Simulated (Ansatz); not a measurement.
# Ir(100) / 3 layers Pd(100) / Ir(100): resistance against film thickness, part 2 of 2

Wanted: interface resistance and thickness dependence for Ir(100) / 3 layers Pd(100) / Ir(100).

Ansatz 0.2.0; Ansatz plane-wave DFT, PBE, PAW files; ballistic transport by layer matching (Landauer), zero bias.

So far. Step 2 (With 3 layers): The lead's potential steps by 1.5 meV from period to period, small in itself. The program estimates the junction's conductance to 5.1 % from the k-mesh, 0.6 % from the leads' distance from neutral and 1.1 % from their steps. Step 3 (With 5 layers, k-mesh 14×14×1, film layers 5): The conductance of the junction is 7.9e14 S/m², 3.3 % under the 8.2e14 S/m² of the last finished run, within the error estimates, leads' steps apart, of 5.1 and 5.4 %.

### 4. With 6 layers, k-mesh 14×14×1, film layers 6

The stack now holds 6 film layers; the k-mesh follows the cell, and the energies span -0.27 to 0.27 eV.

System of this step: Ir(100) / 6 layers Pd(100) / Ir(100). The cell holds 14 atoms: 8 Ir and 6 Pd. Its edges and angles: a = 2.715 Å, b = 2.715 Å, c = 27.335 Å, α = 90.0°, β = 90.0°, γ = 90.0°. It derives from Ir and Pd. Regions: lead, 8 atoms (8 Ir); films, 6 atoms (6 Pd). The structure is stacked along c, and the current runs across the ab planes.

The input, input.yaml:

```yaml
crystal:
  lattice:
    - [2.7148657757, 0.0, 0.0]
    - [0.0, 2.7148657757, 0.0]
    - [0.0, 0.0, 27.3353804851]
  atoms:
    - { symbol: Ir, position: [0.0, 0.0, 0.0351138335] }
    - { symbol: Ir, position: [0.5, 0.5, 0.1053415006] }
    - { symbol: Ir, position: [0.0, 0.0, 0.1755691677] }
    - { symbol: Ir, position: [0.5, 0.5, 0.2457968348] }
    - { symbol: Pd, position: [0.0, 0.0, 0.3174255569] }
    - { symbol: Pd, position: [0.5, 0.5, 0.3904553341] }
    - { symbol: Pd, position: [0.0, 0.0, 0.4634851114] }
    - { symbol: Pd, position: [0.5, 0.5, 0.5365148886] }
    - { symbol: Pd, position: [0.0, 0.0, 0.6095446659] }
    - { symbol: Pd, position: [0.5, 0.5, 0.6825744431] }
    - { symbol: Ir, position: [0.0, 0.0, 0.7542031652] }
    - { symbol: Ir, position: [0.5, 0.5, 0.8244308323] }
    - { symbol: Ir, position: [0.0, 0.0, 0.8946584994] }
    - { symbol: Ir, position: [0.5, 0.5, 0.9648861665] }
kpoints:
  mp_grid: { grid: [14, 14, 1] }
hamiltonian:
  xc: pbe
scf:
  occupations: { method: fermi_dirac, width: 0.1 }
output:
  transmission:
    leads: [[0, 1]]
    kmesh: [26, 26]
    e_range: [-0.27, 0.27]
    de: 0.036
  write_potential: true
  write_density: true
  volumetric_format: npy
```

Started as:

```bash
$ ansatz run input.yaml --threads 4 --pin off --max-ram 8192MiB --backend cpu --events-out ev --progress --plain --runs-dir out
```

Numbers of over 12 decimals in the logs are rounded to 6 here.

What it wrote:

```text
[...]
Crystal: 14 atoms, lattice volume = 201.475 Å³
Basis set: ecut = 420 eV, 4007 PW (Γ)
Bands: 147, of which v1, the nominal top of the filled ones, is band 122 counted from 1 (121 counted from 0)
Symmetry: 16 space group operations
[...]
k-points: 36 of 196
[...]
--- Transmission ---
  basis      : 69 plane waves across, 47 finite elements along
  points     : 105, standing for a mesh of 26 x 26
[...]
filled         : 23.0 meV under the level at which it is neutral
    channels       : 1.917160e0 a spin
[...]
slowest decay  : 0.0204 /Å at (0.4615, 0.2692)
  junction   : crystal 0 to crystal 0, 0.70 to 26.11 Å
    transmission   : 7.367104e-1 a spin
[...]
resistance     : 7.2529e-4 Ω µm² beyond half of each lead's own
[key lines of the parts left out:]
SCF converged after 10 iterations
Free energy (F): -137319.492037 eV
Fermi energy:    23.225931 eV
```

Elapsed: 77 s, on 4 threads of Arm Neoverse V2, shared host; peak memory 1.3 GiB.

Numbers from this step:

- free energy: -137319.4920 eV
- energy at zero smearing: -137319.1994 eV
- Fermi energy: 23.23 eV
- step of the lead's potential: 1.7 meV
- estimated errors of the lead's conductance: 0, 5.8, 1.1 % (band edges, k-mesh, distance from neutral)
- lead conductance per cell: 1.898 G₀
- conductance of the junction: 8.15e14 S/m²
- junction conductance per cell: 0.7757 G₀
- estimated errors of the junction's conductance: 0.6, 0.1, 5.3, 50, 6.2 % (energy step, band edges, k-mesh, leads' steps, distance from neutral)
- area resistance that the stack adds (contact term taken off, spin by spin): 0.7253 fΩ m²

Per spin. The transmission, zone mean by energy, zero at the Fermi level:

```tsv
energy (eV)	transmission, zone mean
-0.270	1.02
-0.234	0.966
-0.198	0.960
-0.162	0.919
-0.126	0.968
-0.090	0.934
-0.054	0.880
-0.018	0.833
0.018	0.737
0.054	0.641
0.090	0.577
0.126	0.577
0.162	0.563
0.198	0.526
0.234	0.546
0.270	0.525
```

The conductance of the junction is 8.2e14 S/m², 3.4 % over the 7.9e14 S/m² of the last finished run, within the error estimates, leads' steps apart, of 5.4 and 6.2 %. The estimate from the leads' steps, 50 %, is larger still.

### 5. With 8 layers, k-mesh 14×14×1, film layers 8

The stack now holds 8 film layers; the k-mesh follows the cell, and the energies span -0.27 to 0.27 eV.

System of this step: Ir(100) / 8 layers Pd(100) / Ir(100). The cell holds 16 atoms: 8 Ir and 8 Pd. Cell: a = 2.715 Å, b = 2.715 Å, c = 31.328 Å, α = 90.0°, β = 90.0°, γ = 90.0°. It derives from Ir and Pd. Regions: lead, 8 atoms (8 Ir); films, 8 atoms (8 Pd). The structure is stacked along c, and the current runs across the ab planes.

input.yaml, the sections that differ from step 4:

```yaml
crystal:
  lattice:
    - [2.7148657757, 0.0, 0.0]
    - [0.0, 2.7148657757, 0.0]
    - [0.0, 0.0, 31.3279739801]
  atoms:
    - { symbol: Ir, position: [0.0, 0.0, 0.0306387512] }
    - { symbol: Ir, position: [0.5, 0.5, 0.0919162536] }
    - { symbol: Ir, position: [0.0, 0.0, 0.1531937559] }
    - { symbol: Ir, position: [0.5, 0.5, 0.2144712583] }
    - { symbol: Pd, position: [0.0, 0.0, 0.2769712583] }
    - { symbol: Pd, position: [0.5, 0.5, 0.3406937559] }
    - { symbol: Pd, position: [0.0, 0.0, 0.4044162536] }
    - { symbol: Pd, position: [0.5, 0.5, 0.4681387512] }
    - { symbol: Pd, position: [0.0, 0.0, 0.5318612488] }
    - { symbol: Pd, position: [0.5, 0.5, 0.5955837464] }
    - { symbol: Pd, position: [0.0, 0.0, 0.6593062441] }
    - { symbol: Pd, position: [0.5, 0.5, 0.7230287417] }
    - { symbol: Ir, position: [0.0, 0.0, 0.7855287417] }
    - { symbol: Ir, position: [0.5, 0.5, 0.8468062441] }
    - { symbol: Ir, position: [0.0, 0.0, 0.9080837464] }
    - { symbol: Ir, position: [0.5, 0.5, 0.9693612488] }
# kpoints, hamiltonian, scf, output: as in step 4
```

What it wrote:

```text
[...]
Crystal: 16 atoms, lattice volume = 230.903 Å³
Basis set: ecut = 420 eV, 4581 PW (Γ)
Bands: 168, of which v1, the nominal top of the filled ones, is band 140 counted from 1 (139 counted from 0)
Symmetry: 16 space group operations
[...]
k-points: 36 of 196
[...]
--- Transmission ---
  basis      : 69 plane waves across, 53 finite elements along
  points     : 105, standing for a mesh of 26 x 26
[...]
filled         : 23.5 meV under the level at which it is neutral
    channels       : 1.917160e0 a spin
[...]
slowest decay  : 0.0204 /Å at (0.4615, 0.2692)
  junction   : crystal 0 to crystal 0, 0.70 to 30.11 Å
    transmission   : 7.322048e-1 a spin
[...]
resistance     : 8.0618e-4 Ω µm² beyond half of each lead's own
[key lines of the parts left out:]
SCF converged after 10 iterations
Free energy (F): -151265.215701 eV
Fermi energy:    22.805805 eV
```

Run time: 99 s. Hardware: 4 threads; peak memory 1.6 GiB; 5.9 min of CPU time.

This step gave:

- free energy: -151265.2157 eV
- energy at zero smearing: -151264.8581 eV
- Fermi energy: 22.81 eV
- step of the lead's potential: 3 meV
- conductance of the junction: 7.65e14 S/m²
- junction conductance per cell: 0.7276 G₀
- estimated errors of the junction's conductance: 0.7, 1.1, 6, 467.7, 2.3 % (energy step, band edges, k-mesh, leads' steps, distance from neutral)
- area resistance that the stack adds (contact term taken off, spin by spin): 0.8062 fΩ m²

Per spin. The transmission, zone mean by energy, zero at the Fermi level:

```tsv
energy (eV)	transmission, zone mean
-0.270	1.08
-0.234	1.02
-0.198	0.867
-0.162	0.815
-0.126	0.830
-0.090	0.803
-0.054	0.741
-0.018	0.734
0.018	0.732
0.054	0.695
0.090	0.632
0.126	0.564
0.162	0.519
0.198	0.502
0.234	0.507
0.270	0.507
```

The conductance of the junction is 7.6e14 S/m², 6.2 % under the 8.2e14 S/m² of the last finished run, within the error estimates, leads' steps apart, of 6.2 and 6 %. The estimate from the leads' steps, 468 %, is larger still.

### 6. With 10 layers, k-mesh 14×14×1, film layers 10

The stack now holds 10 film layers; the k-mesh follows the cell, and the energies span -0.27 to 0.27 eV.

System of this step: Ir(100) / 10 layers Pd(100) / Ir(100). The cell holds 18 atoms: 8 Ir and 10 Pd. Its edges and angles: a = 2.715 Å, b = 2.715 Å, c = 35.321 Å, α = 90.0°, β = 90.0°, γ = 90.0°. It derives from Ir and Pd. Regions: lead, 8 atoms (8 Ir); films, 10 atoms (10 Pd). The structure is stacked along c, and the current runs across the ab planes.

input.yaml, the sections that differ from step 5:

```yaml
crystal:
  lattice:
    - [2.7148657757, 0.0, 0.0]
    - [0.0, 2.7148657757, 0.0]
    - [0.0, 0.0, 35.3205674751]
  atoms:
    - { symbol: Ir, position: [0.0, 0.0, 0.0271753844] }
    - { symbol: Ir, position: [0.5, 0.5, 0.0815261533] }
    - { symbol: Ir, position: [0.0, 0.0, 0.1358769222] }
    - { symbol: Ir, position: [0.5, 0.5, 0.1902276911] }
    - { symbol: Pd, position: [0.0, 0.0, 0.245662768] }
    - { symbol: Pd, position: [0.5, 0.5, 0.3021821529] }
    - { symbol: Pd, position: [0.0, 0.0, 0.3587015378] }
    - { symbol: Pd, position: [0.5, 0.5, 0.4152209227] }
    - { symbol: Pd, position: [0.0, 0.0, 0.4717403076] }
    - { symbol: Pd, position: [0.5, 0.5, 0.5282596924] }
    - { symbol: Pd, position: [0.0, 0.0, 0.5847790773] }
    - { symbol: Pd, position: [0.5, 0.5, 0.6412984622] }
    - { symbol: Pd, position: [0.0, 0.0, 0.6978178471] }
    - { symbol: Pd, position: [0.5, 0.5, 0.754337232] }
    - { symbol: Ir, position: [0.0, 0.0, 0.8097723089] }
    - { symbol: Ir, position: [0.5, 0.5, 0.8641230778] }
    - { symbol: Ir, position: [0.0, 0.0, 0.9184738467] }
    - { symbol: Ir, position: [0.5, 0.5, 0.9728246156] }
# kpoints, hamiltonian, scf, output: as in step 5
```

What it wrote:

```text
[...]
Crystal: 18 atoms, lattice volume = 260.330 Å³
Basis set: ecut = 420 eV, 5179 PW (Γ)
Bands: 190, of which v1, the nominal top of the filled ones, is band 158 counted from 1 (157 counted from 0)
Symmetry: 16 space group operations
[...]
k-points: 36 of 196
[...]
--- Transmission ---
  basis      : 69 plane waves across, 59 finite elements along
  points     : 105, standing for a mesh of 26 x 26
[...]
filled         : 22.6 meV under the level at which it is neutral
    channels       : 1.917160e0 a spin
[...]
slowest decay  : 0.0202 /Å at (0.4615, 0.2692)
  junction   : crystal 0 to crystal 0, 0.70 to 34.10 Å
    transmission   : 6.435172e-1 a spin
[...]
resistance     : 9.3659e-4 Ω µm² beyond half of each lead's own
[key lines of the parts left out:]
SCF converged after 10 iterations
Free energy (F): -165210.933839 eV
Fermi energy:    22.477059 eV
```

Wall time 2.1 min (4 threads); peak memory 1.9 GiB.

This step gave:

```
free energy                                                                : -165210.9338 eV
energy at zero smearing                                                    : -165210.5052 eV
Fermi energy                                                               : 22.48 eV
step of the lead's potential                                               : 2 meV
estimated errors of the lead's conductance                                 : 0, 5.8, 1 % (band edges, k-mesh, distance from neutral)
conductance of the junction                                                : 6.96e14 S/m²
junction conductance per cell                                              : 0.6617 G₀
estimated errors of the junction's conductance                             : 0.4, 1.7, 6, 12.6, 2.6 % (energy step, band edges, k-mesh, leads' steps, distance from neutral)
area resistance that the stack adds (contact term taken off, spin by spin) : 0.9366 fΩ m²
```

Per spin. Transmission, zone mean against energy, zero at the Fermi level:

```tsv
energy (eV)	transmission, zone mean
-0.270	1.07
-0.234	1.08
-0.198	1.03
-0.162	0.920
-0.126	0.895
-0.090	0.785
-0.054	0.681
-0.018	0.668
0.018	0.644
0.054	0.637
0.090	0.624
0.126	0.583
0.162	0.528
0.198	0.499
0.234	0.497
0.270	0.490
```

The conductance of the junction is 7.0e14 S/m², 9.1 % under the 7.6e14 S/m² of the last finished run, no more than the error estimates, leads' steps apart, of 6 and 6 % together. The estimate from the leads' steps, 13 %, is larger still.

### 7. All levels side by side

Times are for 4 threads of Arm Neoverse V2, shared host. The runs compared:

```tsv
no.	film layers	area resistance that the stack adds (contact term taken off, spin by spin) (fΩ m²)	conductance of the junction (S/m²)	time	memory (GiB)
1	3	0.7246	8.16e14	3.8 min	1.6
2	5	0.7670	7.89e14	2 min	1.4
3	6	0.7253	8.15e14	77 s	1.3
4	8	0.8062	7.65e14	99 s	1.6
5	10	0.9366	6.96e14	2.1 min	1.9
```

### 8. With 5 layers

A repeat with a deliberate mistake in the input, to see how the program answers it.

This step: Ansatz plane-wave DFT, PBE, PAW files; ballistic transport by layer matching (Landauer), zero bias; changed: output.transmission.e_range = [1, -1], scf.max_iter = 80 (Ansatz 0.2.0).

System of this step: Ir(100) / 5 layers Pd(100) / Ir(100). The cell holds 13 atoms: 8 Ir and 5 Pd. Cell: a = 2.715 Å, b = 2.715 Å, c = 25.412 Å, α = 86.9°, β = 86.9°, γ = 90.0°. It derives from Ir and Pd. Regions: lead, 8 atoms (8 Ir); films, 5 atoms (5 Pd). The structure is stacked along c, and the current runs across the ab planes.

The input, input.yaml:

```yaml
crystal:
  lattice:
    - [2.7148657757, 0.0, 0.0]
    - [0.0, 2.7148657757, 0.0]
    - [1.3574328878, 1.3574328878, 25.3390837376]
  atoms:
    - { symbol: Ir, position: [0.9810598913, 0.9810598913, 0.0378802174] }
    - { symbol: Ir, position: [0.4431796739, 0.4431796739, 0.1136406521] }
    - { symbol: Ir, position: [0.9052994566, 0.9052994566, 0.1894010869] }
    - { symbol: Ir, position: [0.3674192392, 0.3674192392, 0.2651615216] }
    - { symbol: Pd, position: [0.8287833044, 0.8287833044, 0.3424333912] }
    - { symbol: Pd, position: [0.2893916522, 0.2893916522, 0.4212166956] }
    - { symbol: Pd, position: [0.75, 0.75, 0.5] }
    - { symbol: Pd, position: [0.2106083478, 0.2106083478, 0.5787833044] }
    - { symbol: Pd, position: [0.6712166956, 0.6712166956, 0.6575666088] }
    - { symbol: Ir, position: [0.1325807608, 0.1325807608, 0.7348384784] }
    - { symbol: Ir, position: [0.5947005434, 0.5947005434, 0.8105989131] }
    - { symbol: Ir, position: [0.0568203261, 0.0568203261, 0.8863593479] }
    - { symbol: Ir, position: [0.5189401087, 0.5189401087, 0.9621197826] }
kpoints:
  mp_grid: { grid: [14, 14, 1] }
hamiltonian:
  xc: pbe
scf:
  occupations: { method: fermi_dirac, width: 0.1 }
  max_iter: 80
output:
  transmission: { leads: [[0, 1]], kmesh: [26, 26], e_range: [1, -1], de: 0.036 }
  write_potential: true
  write_density: true
  volumetric_format: npy
```

What it wrote:

```text
Error: invalid value for `output.transmission.e_range`: [1, -1] eV must be finite with min < max
```

Elapsed: 0.05 s, on 4 threads; peak memory 0.077 GiB.

The input was rejected at the start.

The program's message: “Error: invalid value for `output.transmission.e_range`: [1, -1] eV must be finite with min < max”

The change that led to it: output.transmission.e_range = [1, -1].

### 9. Outcome

```
area resistance, 3 layers  : 0.725 fΩ m²
area resistance, 5 layers  : 0.767 fΩ m²
area resistance, 6 layers  : 0.725 fΩ m²
area resistance, 8 layers  : 0.806 fΩ m²
area resistance, 10 layers : 0.937 fΩ m²
```

What this shows: The stack adds 0.72 fΩ m² with 3 layers and 0.94 fΩ m² with 10. From 5 to 10 layers it grows by 22 %, though no single step exceeds the two runs' error estimates together; nothing scatters inside a perfect film, so this is no ohmic growth. Atoms sit on ideal sites and aren't relaxed. Spin-orbit coupling is left out, which matters for Ir. The program's estimate of the error from the leads' steps alone runs to 468 %, although the steps are small; only longer leads would test it. Pd(100) is compressed by 1.3 % in plane to fit Ir(100), at its own atomic volume.

[Logs are printed without paths, hosts, clocks, repeated set-up lines and the standing remarks that a program may print on its own settings, such as how far it seeks lower states.]

[Hosts, paths, dates, database ids (printed as entryN), source tags and the programs' standing remarks are cut or masked in the printed files.]
